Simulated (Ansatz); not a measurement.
## AlN (P6_3mc): the host for defect calculations

Before any defect goes in: AlN (P6_3mc) at rest, and how it screens a charge.

Calculated with Ansatz 0.2.0; plane-wave PAW DFT, PBEsol; relaxation of the host's cell and atoms; PAW set soft_1, in the first sound run; inputs show where later runs differ.

**1. The structure**

It takes space group P6_3mc (No. 186, hexagonal). Conventional cell: a = 3.129 Å, b = 3.129 Å, c = 5.017 Å, α = 90.00°, β = 90.00°, γ = 120.00°. Nearest to Al lie 4 N at 1.90 to 1.91 Å. Nearest to N lie 4 Al at 1.90 to 1.91 Å. Farther neighbours and most contacts between anions are not listed.

**2. Host cell relaxation**

Lattice and positions are set free, within the symmetry that the program keeps.

cell/input.yaml reads:

```yaml
crystal:
  lattice:
    - [3.1285881, 0.0, 0.0]
    - [-1.5642941, 2.7094368, 0.0]
    - [0.0, 0.0, 5.016955]
  atoms:
    - { symbol: Al, position: [0.66666667, 0.33333333, 0.499287] }
    - { symbol: Al, position: [0.33333333, 0.66666667, 0.999287] }
    - { symbol: "N", position: [0.66666667, 0.33333333, 0.880713] }
    - { symbol: "N", position: [0.33333333, 0.66666667, 0.380713] }
basis:
  ecutwfc: 420
  xc_grid: 2
hamiltonian:
  xc: pbesol
  pseudopotentials: { kind: paw, azcp: { folder: soft_1 }, xc_functional: pbe }
kpoints:
  mp_grid: { grid: [10, 10, 6] }
scf:
  occupations: { method: fixed }
  max_iter: 100
relax:
  f_tol: 0.005
  max_steps: 60
  cell: {}
output:
  forces: true
  stress: true
checkpoint:
  write: "../cell.run"
  compress: false
  write_wavefunctions: false
  write_every: 100000
```

Started as:

```sh
ansatz run input.yaml --threads 32 --pin off --max-ram 84787MiB --backend cuda --events-out ev --progress --plain --runs-dir out --max-vram 78GiB
```

Numbers of over 12 decimals in the logs are rounded to 6 here.

The program printed:

```text
[... repeated set-up lines and file paths are left out, and long positions are rounded to six places ...]
Engine: ansatz 0.2.0, aarch64-unknown-linux-gnu
Pseudopotentials: kind: paw
Pseudopotential: Al, paw, valence charge 3, recommended cutoff 420 eV (normal), soft_1/Al.paw.azcp
Pseudopotential: N, paw, valence charge 5, recommended cutoff 420 eV (normal), soft_1/N.paw.azcp
Functional definition: PBEsol
  exchange = pbesol_x
  correlation = pbesol_c
[...]
Crystal: 4 atoms, lattice volume = 42.527 Å³
Basis set: ecut = 420 eV, 833 PW (Γ), exchange–correlation on 48×48×72 points (8 copies of the dense FFT grid, shifted against one another)
Bands: 12, of which v1, the nominal top of the filled ones, is band 8 counted from 1 (7 counted from 0)
Symmetry: 12 space group operations
Space group: P63mc (ITA 186), of the structure as read, at distance tolerance 3.5e-5 Å
k-points: 56 of 600 (time reversal used)
Non-local potential: Al, projectors of the file, l = 0: 2, l = 1: 2, l = 2: 1
Non-local potential: N, projectors of the file, l = 0: 2, l = 1: 2, l = 2: 1
PAW form: soft (Blöchl's): semilocal exchange-correlation on the pseudo side does not see the compensation charge
PAW frozen core: Al, regenerated for the run's functional, and the local potential with it (the file was generated under x = pbe(κ = 0.804, μ = 0.219515), c = pbe(β = 0.066725))
PAW frozen core: N, regenerated for the run's functional, and the local potential with it (the file was generated under x = pbe(κ = 0.804, μ = 0.219515), c = pbe(β = 0.066725))
PAW one-centre angular grid: Al, 110 points (default); XC on 64 Gauss nodes
PAW one-centre angular grid: N, 110 points (default); XC on 64 Gauss nodes
Initial density: superposition of atomic densities (chi_scale 0.1, normalization cell, long waves kept (reshape's long-wave potential 0.00 eV rms))
Initial wavefunctions: pseudopotential atomic-orbital guess
[...]
Functional: x = pbesol(κ = 0.804, μ = 0.123457), c = pbesol(β = 0.046)
SCF iter   1: F=—  HF=-1814.557047 eV  |Δ(HF+E_count)|=         —  Δρ=1.27e-1  dr2=8.60e0  Hψ=3644
preconditioner: auto → none  [insulator: Δε(μ)=5.225 eV  Ē_g=13.993 eV  n_scr=2 (ndim 8)  ℏωp=22.8 eV  f_vac=0.000  ε∞_Penn≈3.6]
SCF iter   2: F=—  HF=-1812.338241 eV  |Δ(HF+E_count)|=    2.22e0  Δρ=7.34e-2  dr2=1.37e0  Hψ=1952
[...]
SCF iter   7: F=-1811.918512 eV  HF=-1811.918512 eV  |Δ(HF+E_count)|=   8.08e-9  Δρ=3.08e-6  dr2=1.58e-9  Hψ=2447
SCF 1 converged in 7 iterations: F = -1811.918512 eV  dr2 = 1.58e-9
  greatest PAW one-centre occupation: 0.786 electrons in one spin orbital (limit 2), on the N atom at site 3 (counted from 0), in its partial waves of l = 0
relax step   1: F+E_penalty+E_count = -1811.91851187 eV  Δ(F+E_penalty+E_count) = +0.000e0 eV  max|allowed force component| = 6.017e-3 eV/Å  Δτ_max = 0.0000 Å  P = -3.168 GPa  Ω = 42.527 Å³  (7 SCF iters, dr2 threshold 1.00e-7 eV, accepted)
[... the SCF cycles and remarks between the steps are left out from here to the last step ...]
relax step   2: F+E_penalty+E_count = -1811.92433892 eV  Δ(F+E_penalty+E_count) = -5.827e-3 eV  max|allowed force component| = 6.283e-3 eV/Å  Δτ_max = 0.0007 Å  P = -1.560 GPa  Ω = 42.176 Å³  energy of the carried Pulay correction = +6.009e-4 eV  (4 SCF iters, dr2 threshold 4.00e-7 eV, accepted)
relax step   3: F+E_penalty+E_count = -1811.92652539 eV  Δ(F+E_penalty+E_count) = -2.186e-3 eV  max|allowed force component| = 2.368e-3 eV/Å  Δτ_max = 0.0006 Å  P = +0.035 GPa  Ω = 41.842 Å³  energy of the carried Pulay correction = +1.177e-3 eV  (4 SCF iters, dr2 threshold 4.00e-7 eV, accepted)
[...]
iter 1 solved again at ethr=8.04e-9 eV; its pass at ethr=3.10e-3 eV (dr2=1.29e-6 eV) is discarded
SCF iter   1: F=—  HF=-1811.925457 eV  |Δ(HF+E_count)|=         —  Δρ=6.95e-5  dr2=3.41e-7  Hψ=5748
[...]
SCF iter   2: F=—  HF=-1811.925428 eV  |Δ(HF+E_count)|=   2.89e-5  Δρ=3.24e-5  dr2=9.34e-8  Hψ=1120
SCF iter   3: F=—  HF=-1811.925428 eV  |Δ(HF+E_count)|=   1.08e-7  Δρ=1.39e-5  dr2=1.51e-8  Hψ=1029
SCF iter   4: F=—  HF=-1811.925428 eV  |Δ(HF+E_count)|=   2.12e-8  Δρ=9.67e-7  dr2=1.01e-10  Hψ=1084
SCF iter   5: F=-1811.925428 eV  HF=-1811.925428 eV  |Δ(HF+E_count)|=  1.50e-10  Δρ=2.44e-7  dr2=5.57e-12  Hψ=3999
SCF 4 converged in 5 iterations: F = -1811.925428 eV  dr2 = 5.57e-12
relax step   4: F+E_penalty+E_count = -1811.92542837 eV  Δ(F+E_penalty+E_count) = +1.097e-3 eV  max|allowed force component| = 2.387e-3 eV/Å  Δτ_max = 0.0000 Å  P = -0.020 GPa  Ω = 41.842 Å³  stress off target by 2.17e-2 GPa  SCF on the basis re-selected at this cell (its energy is not comparable with the rows above)  (5 SCF iters)
basis re-selected at this cell: Δ(F+E_penalty+E_count) = +1.097e-3 eV, ΔP = -0.055 GPa vs the last step (what re-selecting the basis moved, of the pressure what is left beyond the Pulay correction that the steps carried, after the strain that the cell walked [...]
SCF converged after 5 iterations
Free energy (F): -1811.925428 eV
Harris-Foulkes:  -1811.925428 eV  (|F-HF|=1.11e-11)
Internal energy: -1811.925428 eV  (E = F + TS)
E sigma→0 (E₀):  -1811.925428 eV
Fermi energy:    7.033609 eV
--- Per-component energies (eV) ---
  E_band       = 28.451425
  E_kinetic    = 311.969992
  E_local      = -418.982558  (includes V_loc(G=0)·N_el)
  E_nonlocal   = 89.682408
  E_hartree    = 153.510501
  E_xc         = -195.984128
  E_vxc        = -213.006687  (∫ρ·V_xc dr)
  E_paw        = -1160.730401  (= ΣΔE_a)
  E_vpaw       = -48.234416  (= ΣTr[D̂ρ^β])
  E_aug_tail   = 0.001678  (compensation charges beyond the density's cutoff)
  E_ewald      = -591.487397
  E_core_change = 0.094476  (= ΣΔE_core)
  E_smearing   = -0.000000  (= −TS)
  E_closure    = -0.000000  (closes the sum)
  Σ components = -1811.925428   (vs F -1811.925428, Δ=0.00e0)
--- Forces (eV/Å), atoms counted from 1 ---
  atom   1  Al     0.00000000     0.00000000    -0.00238719
  atom   2  Al    -0.00000000    -0.00000000    -0.00238719
  atom   3  N      0.00000000    -0.00000000     0.00238643
  atom   4  N     -0.00000000     0.00000000     0.00238643
  max |Σ_I F_I| component: 1.52e-6 eV/Å
--- Stress (GPa, compression-positive) ---
       -0.021658       0.000000       0.000000
        0.000000      -0.021658       0.000000
        0.000000       0.000000      -0.015229
  P = ⅓ Tr σ = -0.0195 GPa (-0.195 kbar)
--- Band table (eV; the first three rows and the last of 56) ---
  k-point 0: bands = [... 4 lower, 6.1582, 6.8112, 6.8112, 7.0336, 11.1302, 13.5763, 17.5234, 18.0476]
  k-point 1: bands = [... 4 lower, 6.1996, 6.4221, 6.7649, 6.7649, 11.6301, 13.6438, 17.3475, 18.0159]
  [... further k-points left out ...]
--- Relaxed structure (3 steps of the walk, 3 accepted, 1 SCFs on fresh bases) ---
  F+E_penalty+E_count = -1811.92542837 eV   max|allowed force component| = 2.387e-3 eV/Å   (the final SCF, on the basis selected at the relaxed cell)
  cell:  # Å, volume = 41.8416 Å³
    - [3.113607, 2.8729285943171094e-8, 0.0]
    - [-1.556804, 2.696463, 0.0]
    - [0, 0.0, 4.983677]
  atoms:
    - { symbol: Al, position: [0.666667, 0.333333, 0.499034] }
    - { symbol: Al, position: [0.333333, 0.666667, 0.999034] }
    - { symbol: N, position: [0.666667, 0.333333, 0.880966] }
    - { symbol: N, position: [0.333333, 0.666667, 0.380966] }
```

The job ended after 1.7 s (1 × NVIDIA GB200 with 32 threads of Arm Neoverse V2, shared host; peak memory 0.93 GiB; 6.8 s of CPU time).

Step by step:

| step | energy less that of the first step (eV) | largest force component (eV/Å) | pressure (GPa) | volume (Å³) |
| --- | --- | --- | --- | --- |
| 1 | 0.0000 | 0.0060 | -3.17 | 42.53 |
| 2 | -0.0058 | 0.0063 | -1.56 | 42.18 |
| 3 | -0.0080 | 0.0024 | 0.04 | 41.84 |
| 4* | -0.0069 | 0.0024 | -0.02 | 41.84 |

Relaxation steps marked * repeat the geometry before them on a plane-wave basis chosen anew for their cell, so energy and pressure can jump there.

The run keeps the 12 symmetry operations that it works with, so distortions that break them were not tested.

| conventional cell, symmetrised | before | after | change |
| --- | --- | --- | --- |
| a (Å) | 3.129 | 3.114 | -0.5 % |
| b (Å) | 3.129 | 3.114 | -0.5 % |
| c (Å) | 5.017 | 4.984 | -0.7 % |
| volume (Å³/atom) | 10.63 | 10.46 | -1.6 % |

The relaxed structure:

```xyz
4
Lattice="3.1136 0.0000 0.0000 -1.5568 2.6965 0.0000 0.0000 0.0000 4.9837" Properties=species:S:1:pos:R:3 pbc="T T T"
Al    1.5568    0.8988    2.4870
Al    0.0000    1.7977    4.9788
N     1.5568    0.8988    4.3905
N     0.0000    1.7977    1.8986
```

Numbers from this step:

```yaml
pressure: -0.01951 GPa
```

The relaxation ends with a largest force component of 0.0024 eV/Å and a pressure of -0.02 GPa.

**3. Dielectric tensors of the host**

The response to a uniform electric field gives the electronic dielectric tensor.

This step: plane-wave PAW DFPT, PBEsol; dielectric tensors, Born charges and zone-centre modes of the host; PAW set soft_1 (Ansatz 0.2.0).

eps/input.yaml reads:

```yaml
crystal:
  lattice:
    - [3.1136073585, 2.87e-08, 0.0]
    - [-1.5568037041, 2.6964630555, 0.0]
    - [0.0, 0.0, 4.9836767961]
  atoms:
    - { symbol: Al, position: [0.6666666667, 0.3333333333, 0.4990341637] }
    - { symbol: Al, position: [0.3333333333, 0.6666666667, 0.9990341637] }
    - { symbol: "N", position: [0.6666666667, 0.3333333333, 0.8809658363] }
    - { symbol: "N", position: [0.3333333333, 0.6666666667, 0.3809658363] }
basis:
  ecutwfc: 420
hamiltonian:
  xc: pbesol
  pseudopotentials: { kind: paw, azcp: { folder: soft_1 }, xc_functional: pbe }
kpoints:
  mp_grid: { grid: [9, 9, 5] }
scf:
  occupations: { method: fixed }
  max_iter: 100
phonons:
  method: dfpt
  dielectric: true
  rigid_motions: translations
```

The program printed:

```text
[...]
Crystal: 4 atoms, lattice volume = 41.842 Å³
Basis set: ecut = 420 eV, 809 PW (Γ), exchange–correlation on 48×48×72 points (8 copies of the dense FFT grid, shifted against one another)
Bands: 12, of which v1, the nominal top of the filled ones, is band 8 counted from 1 (7 counted from 0)
Symmetry: 12 space group operations
k-points: 115 of 405 (irreducible under 2 space group operations, time reversal used)
[...]
SCF iter   1: F=—  HF=-1814.635252 eV  |Δ(HF+E_count)|=         —  Δρ=1.30e-1  dr2=8.74e0  Hψ=7440
[...]
SCF iter   2: F=—  HF=-1812.336179 eV  |Δ(HF+E_count)|=    2.30e0  Δρ=7.33e-2  dr2=1.32e0  Hψ=3991
[...]
SCF iter   9: F=-1811.925442 eV  HF=-1811.925442 eV  |Δ(HF+E_count)|=  4.55e-11  Δρ=4.74e-8  dr2=4.89e-13  Hψ=5317
SCF 1 converged in 9 iterations: F = -1811.925442 eV  dr2 = 4.89e-13
[...]
the response reads at least the filled bands of the reference SCF and the lowest empty band at each k-point, and that SCF's band table does not vouch for those bands. The notice of the band table in this run's record says why
[...]
NSCF: frozen V_eff on 1 k-points
[...]
NSCF: frozen V_eff on 36 k-points, pencils in batches of 32, up to order 48
[...]
DFPT response loops at q = (0, 0, 0) (fractional): preconditioner auto → none (the input reference at scf.mixing.eps_inf says where Resta's filter doesn't serve); β = 0.50; Anderson in place of MSR1; [...]
[...]
DFPT response loops at Γ: preconditioner auto → none (the input reference at scf.mixing.eps_inf says where Resta's filter doesn't serve); β = 0.50; Broyden in place of MSR1
── the response to a field inside a basis, on 10×10×6 k-points: an SCF that follows is theirs, and a resumed run solves both again ──
[...]
Bands: 9, of which v1, the nominal top of the filled ones, is band 8 counted from 1 (7 counted from 0)
k-points: 90 of 600 (irreducible under 4 space group operations, time reversal used)
[...]
Eigensolver: Dense (90 Hₖ)
SCF iter   1: F=—  HF=-1811.925016 eV  |Δ(HF+E_count)|=         —  Δρ=2.27e-4  dr2=3.19e-6
[...]
SCF iter   4: F=-1811.925019 eV  HF=-1811.925019 eV  |Δ(HF+E_count)|=   4.26e-8  Δρ=3.50e-6  dr2=1.46e-9
SCF 1 converged in 4 iterations: F = -1811.925019 eV  dr2 = 1.46e-9
[...]
SCF converged after 9 iterations
Free energy (F): -1811.925442 eV
[...]
Internal energy: -1811.925442 eV  (E = F + TS)
E sigma→0 (E₀):  -1811.925442 eV
Fermi energy:    7.033630 eV
[...]
--- Band table (eV; the first three rows and the last of 115) ---
  k-point 0: bands = [... 4 lower, 6.1582, 6.8113, 6.8113, 7.0336, 11.1302, 13.5763, 17.5234, 18.0476]
  k-point 1: bands = [... 4 lower, 6.2173, 6.2173, 6.7454, 6.7454, 11.8098, 13.6665, 17.2838, 18.0120]
  [... further k-points left out ...]
--- Phonons (Γ-DFPT): 4 representative perturbations + reference (Σ response iterations 20) ---
  k mesh reduced under 2 symmetry operations, with k and −k counted as one. Each operation leaves every solved perturbation unchanged. A smaller set is not considered because the run solves the response to a homogeneous field
  ASR residual: 1.620e-4 → 0.000e0 eV/Å²; symmetrization residual: 4.257e-7 eV/Å²
  ASR residual per site (eV/Å²): 1.62e-4 1.62e-4 7.92e-5 7.92e-5
  Γ frequencies (cm⁻¹): 0.00 0.00 0.00 234.93 234.93 542.18 606.42 651.64 651.64 662.93 662.93 712.94
  ε∞ (high-frequency dielectric tensor):
        4.495803     0.000000     0.000000
        0.000000     4.495803     0.000000
        0.000000     0.000000     4.728151
  ε⁰ (static dielectric tensor: ions relaxed, cell fixed):
        8.198581     0.000000     0.000000
        0.000000     8.198581     0.000000
        0.000000     0.000000     9.741989
  ε⁰ − ε∞ (ionic part):
        3.702778     0.000000     0.000000
        0.000000     3.702778     0.000000
        0.000000     0.000000     5.013838
  softest optical mode at Γ: 234.93 cm⁻¹; the repairs (sum rule, projections) moved no ω² at Γ by more than (1.32 cm⁻¹)²
  Born effective charges Z* (e; rows j = field, columns β = displacement):
    site 0:
         2.52572    0.00000   -0.00000
         0.00000    2.52572   -0.00000
         0.00000   -0.00000    2.68851
    site 1:
         2.52572    0.00000   -0.00000
         0.00000    2.52572   -0.00000
         0.00000    0.00000    2.68851
    site 2:
        -2.52572   -0.00000    0.00000
        -0.00000   -2.52572    0.00000
        -0.00000    0.00000   -2.68851
    site 3:
        -2.52572   -0.00000   -0.00000
        -0.00000   -2.52572    0.00000
         0.00000   -0.00000   -2.68851
  Z* charge neutrality: 8.132e-4 e pre-enforcement
  solved inside a basis spanned on kpoints, on 10×10×6 k-points, its susceptibility summed on 16×16×10: ε∞ is read to err by 1.3e-2, Z* by 1.0e-2 e (field_mesh: kpoints solves on kpoints); Z* is corrected for what the basis lacks
  optical modes at Γ without the LO–TO term, one row a degenerate level:
      ω (cm⁻¹)  modes    IR ((D/Å)²/amu)
        234.93      2             0.0000
        542.18      1             0.0000
        606.42      1            36.1714
        651.64      2             0.0000
        662.93      2            63.8475
        712.94      1             0.0000
  optical modes at Γ + LO–TO along q̂ = [1.0000, 0.0000, 0.0000]:
      ω (cm⁻¹)  modes    IR ((D/Å)²/amu)
        234.93      2             0.0000
        542.18      1             0.0000
        606.42      1            36.1714
        651.64      2             0.0000
        662.93      1            31.9238
        712.94      1             0.0000
        895.23      1            31.9238
  optical modes at Γ + LO–TO along q̂ = [0.0000, 1.0000, 0.0000]:
      ω (cm⁻¹)  modes    IR ((D/Å)²/amu)
        234.93      2             0.0000
        542.18      1             0.0000
        606.42      1            36.1714
        651.64      2             0.0000
        662.93      1            31.9238
        712.94      1             0.0000
        895.23      1            31.9238
  optical modes at Γ + LO–TO along q̂ = [0.0000, 0.0000, 1.0000]:
      ω (cm⁻¹)  modes    IR ((D/Å)²/amu)
        234.93      2             0.0000
        542.18      1             0.0000
        651.64      2             0.0000
        662.93      2            63.8475
        712.94      1             0.0000
        870.47      1            36.1714
```

It took 6.2 s on 1 × NVIDIA GB200 with 32 threads; peak memory 1.3 GiB; 50 s of CPU time.

In the SCF lines HF is the Harris–Foulkes energy and dr2 the Hartree energy of the density residual, in eV; the loop may stop once dr2 is under the threshold and the program's other checks hold. Hψ counts applications of the Hamiltonian.

Electronic dielectric tensor:

```
4.50 0.00 0.00
0.00 4.50 0.00
0.00 0.00 4.73
```

Static dielectric tensor:

```
8.20 0.00 0.00
0.00 8.20 0.00
0.00 0.00 9.74
```

The principal values of the electronic dielectric tensor are 4.50, 4.50 and 4.73. The principal values of the static dielectric tensor are 8.20, 8.20 and 9.74.

(Continued in part 2 of 3.)

[Logs are printed without paths, hosts, clocks, repeated set-up lines and the standing remarks that a program may print on its own settings, such as how far it seeks lower states.]

[Hosts, paths, dates, database ids (printed as entryN), source tags and the programs' standing remarks are cut or masked in the printed files.]

[Runs of the host that timed out are not shown.]

[For some hosts the program warned that the k-mesh of the response run may be too coarse for force constants and the static dielectric constant; such warnings are not always shown.]
